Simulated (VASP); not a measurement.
# Mo (I4/mmm) in VASP: further runs

Runs on Mo. Level: r2SCAN. Tasks: relaxation of cell and atoms, single point.

All numbers are computed with VASP 6.6.1; they aren't measurements. Logs are shortened: lines on timing, memory, paths and dates and some standing lists are left out, and cuts for length are marked.

## 1. The crystal as given

Symmetry: I4/mmm, No. 139, tetragonal system. Conventional cell: a = 2.791 Å, b = 2.791 Å, c = 4.246 Å, α = 90.00°, β = 90.00°, γ = 90.00°. Mo (site symmetry 4/mmm) has 12 Mo at 2.79 to 2.90 Å as nearest neighbours.

The cell was built by a generator and needn't be a form met in nature.

## 2. Relaxation of cell and atoms, r2SCAN

The input, POSCAR:

```
Mo
1.0
   -1.3954239134      1.3954239134      2.1229339179
    1.3954239134     -1.3954239134      2.1229339179
    1.3954239134      1.3954239134     -2.1229339179
Mo
1
Direct
    0.0000000000      0.0000000000      0.0000000000
```

The input, INCAR.step1:

```
SYSTEM = Mo
PREC = Accurate
ENCUT = 600
ISMEAR = 0
SIGMA = 0.1
LREAL = .FALSE.
LASPH = .TRUE.
NELM = 100
GGA = PE
ALGO = Normal
EDIFF = 1E-4
LWAVE = .TRUE.
LCHARG = .FALSE.
```

The input, INCAR.step2:

```
SYSTEM = Mo
PREC = Accurate
ENCUT = 600
EDIFF = 1E-6
ISMEAR = 0
SIGMA = 0.1
LREAL = .FALSE.
LASPH = .TRUE.
NELM = 100
ALGO = Normal
ISIF = 3
LWAVE = .FALSE.
LCHARG = .FALSE.
METAGGA = R2SCAN
LMIXTAU = .TRUE.
IBRION = 2
NSW = 90
EDIFFG = -0.04
ISTART = 1
```

The input, KPOINTS:

```
Automatic mesh
0
G
  8 8 8
  0 0 0
```

Potentials or basis: VASP PAW PBE potentials, release 64 (Mo_sv).

Run with:

```
$ cat potpaw_PBE.64/Mo_sv/POTCAR > POTCAR
$ cp INCAR.step1 INCAR
$ mpirun -np 1 vasp_std > vasp.out
$ cp INCAR.step2 INCAR
$ mpirun -np 1 vasp_std > vasp.out
```

OUTCAR:

```text
SYSTEM = Mo
   PREC = Accurate
   ENCUT = 600
   EDIFF = 1E-6
   ISMEAR = 0
   LREAL = .FALSE.
   LASPH = .TRUE.
   NELM = 100
   ISIF = 3
   METAGGA = R2SCAN
   IBRION = 2
   NSW = 90
   EDIFFG = -0.04
   ISTART = 1

 ion  position               nearest neighbor table
   1  0.000  0.000  0.000-

  LATTYP: Found a body centered tetragonal cell.
 ALAT       =     2.7908478268
 C/A-ratio  =     1.5213541186

  Lattice vectors:

 A1 = (  -1.3954239134,   1.3954239134,   2.1229339179)
 A2 = (   1.3954239134,  -1.3954239134,   2.1229339179)
 A3 = (   1.3954239134,   1.3954239134,  -2.1229339179)

Analysis of symmetry for initial positions (statically):
=====================================================================
 Subroutine PRICEL returns:
 Original cell was already a primitive cell.

 Routine SETGRP: Setting up the symmetry group for a
 body centered tetragonal supercell.

 Subroutine GETGRP returns: Found 16 space group operations
 (whereof 16 operations were pure point group operations)
 out of a pool of 16 trial point group operations.

The static configuration has the point symmetry D_4h.

Analysis of symmetry for dynamics (positions and initial velocities):
=====================================================================
 Subroutine PRICEL returns:
 Original cell was already a primitive cell.

 Routine SETGRP: Setting up the symmetry group for a
 body centered tetragonal supercell.

 Subroutine GETGRP returns: Found 16 space group operations
 (whereof 16 operations were pure point group operations)
 out of a pool of 16 trial point group operations.

The dynamic configuration has the point symmetry D_4h.

 Subroutine INISYM returns: Found 16 space group operations
 (whereof 16 operations are pure point group operations),
 and found     1 'primitive' translations

----------------------------------------------------------------------------------------

                                     Primitive cell

  volume of cell :      16.5352

  direct lattice vectors                    reciprocal lattice vectors
    -1.395423913  1.395423913  2.122933918     0.000000000  0.358314054  0.235523111
     1.395423913 -1.395423913  2.122933918     0.358314054  0.000000000  0.235523111
[... 109 lines left out ...]
   LHFCALC =     F    Hartree Fock is set to
   AEXX    =    0.0000 exact exchange contribution
   IVDW    =     0    specifies the selected vdW correction
   LEPSILON=     F    determine dielectric tensor
   LRPA    =     F    only Hartree local field effects (RPA)
 conjugate gradient relaxation of ions
 non-spin polarized calculation
 Gauss-broadening in eV      SIGMA  =   0.10
  energy-cutoff  :      600.00
  volume of cell :       16.54
 maximum number of plane-waves:       560
   NGX = 11   NGY = 11   NGZ = 11

--------------------------------------- Ionic step        1  -------------------------------------------

 number of electron      14.0000002 magnetization

 Free energy of the ion-electron system (eV)
  ---------------------------------------------------
  ext. energy  EPLUGINS =         0.00000000
  ---------------------------------------------------
  free energy    TOTEN  =       -25.60998378 eV

  energy without entropy =      -25.60323775  energy(sigma->0) =      -25.60661076

------------------------ aborting loop because EDIFF is reached ----------------------------------------

  FORCE on cell =-STRESS in cart. coord.  units (eV):
  Direction    XX          YY          ZZ          XY          YZ          ZX
  --------------------------------------------------------------------------------------
  -------------------------------------------------------------------------------------
  Total       -1.2778833     -1.2778833      0.0059154      0.0000000      0.0000000      0.0000000
  in kB     -123.8206228   -123.8206228      0.5731751      0.0000000      0.0000000      0.0000000
  external PRESSURE =     -82.3560235 kB  Pullay stress =       0.0000000 kB
[... 86 lines left out ...]
  FREE ENERGIE OF THE ION-ELECTRON SYSTEM (eV)
  ---------------------------------------------------
  free  energy   TOTEN  =       -25.6403154688 eV

  energy  without entropy=      -25.6335510613  energy(sigma->0) =      -25.63693327

[... ionic steps 4 to 9 ...]

--------------------------------------- Ionic step       10  -------------------------------------------

 number of electron      13.9999999 magnetization

------------------------ aborting loop because EDIFF is reached ----------------------------------------
[... 65 lines left out ...]
--------------------------------------- Ionic step       12  -------------------------------------------

 number of electron      13.9999999 magnetization

 Free energy of the ion-electron system (eV)
  ---------------------------------------------------
  ext. energy  EPLUGINS =         0.00000000
  ---------------------------------------------------
  free energy    TOTEN  =       -25.68767607 eV

  energy without entropy =      -25.68402492  energy(sigma->0) =      -25.68585049

 E-fermi :  12.1512     XC(G=0): -14.4253

 val. band max:       12.0740764576   @ k =  -0.3750   0.1250  -0.0000
 cond. band min:      12.1934040544   @ k =  -0.2500   0.2500   0.0000
 fundamental gap:      0.1193275968
 Fermi energy:        12.1511578515

 k-point     1 :       0.0000    0.0000    0.0000
  band No.  band energies     occupation
      1     -51.1378      2.00000
      2     -23.8488      2.00000
      3     -23.5445      2.00000
      4     -23.5445      2.00000
      5       4.5513      2.00000
      6       9.0365      2.00000
      7      11.3782      2.00000
      8      12.2099      0.40626
      9      12.2099      0.40625
     10      15.5379      0.00000
     11      25.9719      0.00000
[... 309 lines left out ...]
 k-point    24 :       0.3750    0.1250    0.1250
  band No.  band energies     occupation
      1     -50.7774      2.00000
      2     -24.9954      2.00000
      3     -24.1995      2.00000
      4     -24.0648      2.00000
      5       8.0475      2.00000
      6       8.9136      2.00000
      7      11.2334      2.00000
      8      11.9882      1.97881
      9      15.5208      0.00000
     10      19.2991      0.00000
     11      23.1499      0.00000

 [... further k-points ...]
[... 5 lines left out ...]
  --------------------------------------------------------------------------------------
  -------------------------------------------------------------------------------------
  Total       -0.0005977     -0.0005977      0.0010948      0.0000000      0.0000000      0.0000000
  in kB       -0.0594763     -0.0594763      0.1089356      0.0000000      0.0000000      0.0000000
  external PRESSURE =      -0.0033390 kB  Pullay stress =       0.0000000 kB
[... 16 lines left out ...]
  FREE ENERGIE OF THE ION-ELECTRON SYSTEM (eV)
  ---------------------------------------------------
  free  energy   TOTEN  =       -25.6876760666 eV

  energy  without entropy=      -25.6840249229  energy(sigma->0) =      -25.68585049

 reached required accuracy - stopping structural energy minimisation
```

OSZICAR.step1:

```text
N       E                     dE             d eps       ncg     rms          rms(c)
DAV:   1     0.101645473798E+03    0.10165E+03   -0.89658E+03  1306   0.145E+03
DAV:   2    -0.969368570385E+01   -0.11134E+03   -0.10839E+03  1424   0.365E+02
DAV:   3    -0.111763485523E+02   -0.14827E+01   -0.14544E+01  1529   0.419E+01
DAV:   4    -0.111856364461E+02   -0.92879E-02   -0.91682E-02  1397   0.270E+00
DAV:   5    -0.111856760009E+02   -0.39555E-04   -0.39554E-04  1505   0.209E-01    0.125E+01
DAV:   6    -0.106029228796E+02    0.58275E+00   -0.10704E+00  1364   0.123E+01    0.316E+00
DAV:   7    -0.105320850912E+02    0.70838E-01   -0.20038E-01  1463   0.484E+00    0.874E-01
DAV:   8    -0.105287143469E+02    0.33707E-02   -0.48618E-03  1364   0.102E+00    0.179E-01
DAV:   9    -0.105285939631E+02    0.12038E-03   -0.37952E-04  1439   0.240E-01    0.515E-02
DAV:  10    -0.105286057957E+02   -0.11833E-04   -0.15412E-05   712   0.514E-02
   1 F= -.10528606E+02 E0= -.10524812E+02  d E =-.758667E-02
```

Wall time 3.7 min (1 thread of Intel Xeon Platinum 8559C (Emerald Rapids), shared host); peak memory 0.16 GiB.

Results:

* Free energy: -25.6877 eV
* Relaxed volume: 16.10 Å³/atom
* Relaxed cell: a = 2.971 Å, b = 2.971 Å, c = 2.971 Å, α = 127.25°, β = 127.25°, γ = 77.85°
* Space group after relaxing (to 0.05 Å): I4/mmm (No. 139)
* Energy gained by relaxing: 77.7 meV/atom
* Ionic steps: 12
* Pressure after relaxing: 0.0 GPa
* Band gap on the k mesh: none (metal or under the smearing width)

The path:
| step | energy change (eV) | largest force (eV/Å) | pressure (GPa) | volume (Å³) |
| --- | --- | --- | --- | --- |
| 1 | 0.0000 | 0.0000 | -8.24 | 16.54 |
| 2 | 0.0639 | 0.0000 | 27.54 | 14.56 |
| 3 | -0.0303 | 0.0000 | 2.59 | 15.80 |
| 4 | -0.0545 | 0.0000 | 0.56 | 15.98 |
| 5 | -0.0605 | 0.0000 | 0.08 | 16.06 |
| 6 | -0.0751 | 0.0000 | -1.66 | 16.20 |
| 7 | -0.0398 | 0.0000 | -3.27 | 16.42 |
| 8 | -0.0767 | 0.0000 | -2.13 | 16.24 |
| 9 | -0.0636 | 0.0000 | 6.22 | 15.76 |
| 10 | -0.0775 | 0.0000 | -0.70 | 16.15 |
| 11 | -0.0774 | 0.0000 | 0.82 | 16.05 |
| 12 | -0.0777 | 0.0000 | 0.00 | 16.10 |

Final structure:
```cif
data_structure
_symmetry_space_group_name_H-M 'P 1'
_symmetry_Int_Tables_number 1
_cell_length_a 2.9706
_cell_length_b 2.9706
_cell_length_c 2.9706
_cell_angle_alpha 127.245
_cell_angle_beta 127.245
_cell_angle_gamma 77.851
_cell_volume 16.10
loop_
_atom_site_label
_atom_site_type_symbol
_atom_site_fract_x
_atom_site_fract_y
_atom_site_fract_z
_atom_site_occupancy
Mo1 Mo 0.00000 0.00000 0.00000 1
```

Levels at points of the mesh, in eV from the Fermi level:
| k point | band 5 | band 6 | band 7 | band 8 | band 9 | band 10 |
| --- | --- | --- | --- | --- | --- | --- |
| (0.00, 0.00, 0.00) | -7.60 | -3.11 | -0.77 | 0.06 | 0.06 | 3.39 |
| (0.50, 0.00, 0.00) | -5.38 | -2.66 | 0.10 | 1.11 | 3.18 | 3.92 |
| (0.50, 0.50, 0.00) | -5.75 | -4.77 | 2.45 | 2.97 | 5.17 | 5.70 |
| (0.50, 0.50, 0.50) | -5.55 | -4.98 | 0.93 | 3.99 | 3.99 | 4.18 |

Caveat: the k mesh is coarse (spacing up to 0.40 Å⁻¹), so the values aren't converged; the PAW data sets were made with another functional, which shifts forces and pressure a little.

## 3. Single point, r2SCAN

This run uses another cell than the first one: it holds 8 atoms, not 1.

The input, POSCAR:

```
Mo
1.0
    5.0508023447      0.0000000000      0.0000000000
    0.0000000000      5.0508023447      0.0000000000
    0.0000000000      0.0000000000      5.0508023447
Mo
8
Direct
    0.5000000000      0.5000000000      0.5000000000
    0.0000000000      0.0000000000      0.0000000000
    0.2500000000      0.0000000000      0.5000000000
    0.5000000000      0.2500000000      0.0000000000
    0.5000000000      0.7500000000      0.0000000000
    0.7500000000      0.0000000000      0.5000000000
    0.0000000000      0.5000000000      0.7500000000
    0.0000000000      0.5000000000      0.2500000000
```

The input, INCAR.step1:

```
SYSTEM = Mo
  ALGO = Normal
  EDIFF = 1E-4
  ENCUT = 520
  GGA = PE
  ISMEAR = 0
  LASPH = .True.
  LCHARG = .False.
  LREAL = .False.
  LWAVE = .True.
  NBANDS = 66
  NELM = 100
  PREC = Accurate
  SIGMA = 0.1
```

The input, INCAR.step2:

```
SYSTEM = Mo
  ALGO = Normal
  EDIFF = 1E-7
  ENCUT = 520
  ISIF = 2
  ISMEAR = 0
  ISTART = 1
  LASPH = .True.
  LCHARG = .False.
  LMIXTAU = .True.
  LREAL = .False.
  LWAVE = .False.
  METAGGA = R2SCAN
  NBANDS = 66
  NELM = 100
  PREC = Accurate
  SIGMA = 0.1
```

The input, KPOINTS:

```
k-points
0
Gamma
  4 4 4
  0 0 0
```

Potentials or basis: VASP PAW PBE potentials, release 64 (Mo_sv).

Run with:

```
$ cat potpaw_PBE.64/Mo_sv/POTCAR > POTCAR
$ cp INCAR.step1 INCAR
$ mpirun -np 1 vasp_std > vasp.out
$ cp INCAR.step2 INCAR
$ mpirun -np 1 vasp_std > vasp.out
```

It took 4.1 min on 1 thread of Intel Xeon Platinum 8375C at 2.90GHz (Ice Lake), shared host; peak memory 0.27 GiB.

Results (log left out):

- Free energy: -207.7363 eV
- Pressure: -2.7 GPa
- Band gap on the k mesh: none (metal or under the smearing width)

Levels at points of the mesh, in eV from the Fermi level:
```
           k point  band 52  band 53  band 54  band 55  band 56  band 57  band 58  band 59  band 60  band 61
(0.00, 0.00, 0.00)    -1.14    -1.14    -1.14    -0.52    -0.52    -0.52     1.21     1.21     1.21     1.28
(0.50, 0.00, 0.00)    -1.07    -0.92    -0.92    -0.68    -0.68     0.37     0.37     0.51     0.51     0.91
(0.50, 0.50, 0.00)    -1.42    -1.26    -0.93    -0.93     0.04     0.07     0.07     0.30     1.03     1.16
(0.50, 0.50, 0.50)    -1.04    -1.04    -1.04    -1.04    -1.04     0.98     0.98     0.98     0.98     0.98
```

Caveat: the PAW data sets were made with another functional, which shifts forces and pressure a little.

## 4. Single point, r2SCAN

This run uses another cell than the first one: it holds 3 atoms, not 1.

The input, POSCAR:

```
Mo
1.0
    3.6715931285      0.0000000000      0.0000000000
   -1.8357965643      3.1796929216      0.0000000000
    0.0000000000      0.0000000000      4.1655453103
Mo
3
Direct
    0.2254000000      0.0000000000      0.3333333333
    0.0000000000      0.2254000000      0.6666666667
    0.7746000000      0.7746000000      0.0000000000
```

The input, INCAR.step1:

```
SYSTEM = Mo
ALGO = Normal
EDIFF = 1E-4
ENCUT = 520
GGA = PE
ISMEAR = 0
LASPH = .True.
LCHARG = .False.
LREAL = .False.
LWAVE = .True.
NBANDS = 28
NELM = 100
PREC = Accurate
SIGMA = 0.1
```

The input, INCAR.step2:

```
SYSTEM = Mo
ALGO = Normal
EDIFF = 1E-6
ENCUT = 520
ISIF = 2
ISMEAR = 0
ISTART = 1
LASPH = .True.
LCHARG = .False.
LMIXTAU = .True.
LREAL = .False.
LWAVE = .False.
METAGGA = R2SCAN
NBANDS = 28
NELM = 100
PREC = Accurate
SIGMA = 0.1
```

The input, KPOINTS:

```
k-points
0
Gamma
  6 6 4
  0 0 0
```

Run with:

```
$ cat potpaw_PBE.64/Mo_sv/POTCAR > POTCAR
$ cp INCAR.step1 INCAR
$ mpirun -np 1 vasp_std > vasp.out
$ cp INCAR.step2 INCAR
$ mpirun -np 1 vasp_std > vasp.out
```

Run time: 82 s. Hardware: 1 thread of Intel Xeon Platinum 8259CL at 2.50GHz (Skylake/Cascade Lake), shared host; peak memory 0.17 GiB.

It converged, with:

| Item | Value |
| --- | --- |
| Free energy | -68.8399 eV |
| Pressure | 70.2 GPa |
| Largest force | 11.784 eV/Å |
| Band gap on the k mesh | none (metal or under the smearing width) |

Forces on the atoms (eV/Å):
```
Mo   11.784   0.000   0.000
Mo   -5.892  10.205   0.000
Mo   -5.892 -10.205   0.000
```

Stress tensor (GPa, compression positive):
```
55.59  0.00  0.00
 0.00 55.59  0.00
 0.00  0.00 99.51
```

Levels at points of the mesh, in eV from the Fermi level:
| k point | band 19 | band 20 | band 21 | band 22 | band 23 | band 24 |
| --- | --- | --- | --- | --- | --- | --- |
| (0.00, 0.00, 0.00) | -2.20 | -0.93 | -0.93 | 1.24 | 1.49 | 1.49 |
| (0.50, 0.00, 0.00) | -1.93 | -1.90 | -0.44 | 0.39 | 1.10 | 1.40 |
| (0.00, 0.00, 0.50) | -2.05 | -2.05 | -1.88 | -0.37 | 1.18 | 1.18 |
| (0.50, 0.00, 0.50) | -1.92 | -0.60 | -0.35 | 0.08 | 1.08 | 1.67 |

Caveat: the k mesh is coarse (spacing up to 0.38 Å⁻¹), so the values aren't converged; a pressure of tens of GPa on the cell as given is suspect, and the run, the potentials or the cell itself is likely at fault; the PAW data sets were made with another functional, which shifts forces and pressure a little.

## 5. Summary

| task | cell | k mesh | cutoff (eV) | mesh quality | gap on the mesh (eV) | pressure (GPa) |
| --- | --- | --- | --- | --- | --- | --- |
| relaxation of cell and atoms | relaxed | 8 × 8 × 8 | 600 | coarse | none | 0.0 |
| single point | Pm-3n, 16.11 Å³/atom | 4 × 4 × 4 | 520 | not flagged | none | -2.7 |
| single point | P3_121, 16.21 Å³/atom | 6 × 6 × 4 | 520 | coarse | none | 70.2 |

Alike in all rows: level r2SCAN; potentials or basis VASP PAW PBE potentials, release 64 (Mo_sv); no spin polarisation; smearing gaussian 0.1 eV.

Caveats: some runs use coarse meshes; the PAW data sets were made with another functional, which shifts forces and pressure a little; a pressure of tens of GPa on the cell as given is suspect, and the run, the potentials or the cell itself is likely at fault (some runs).

Total energies depend on the potentials used, so only differences within one code and one set of settings carry meaning.
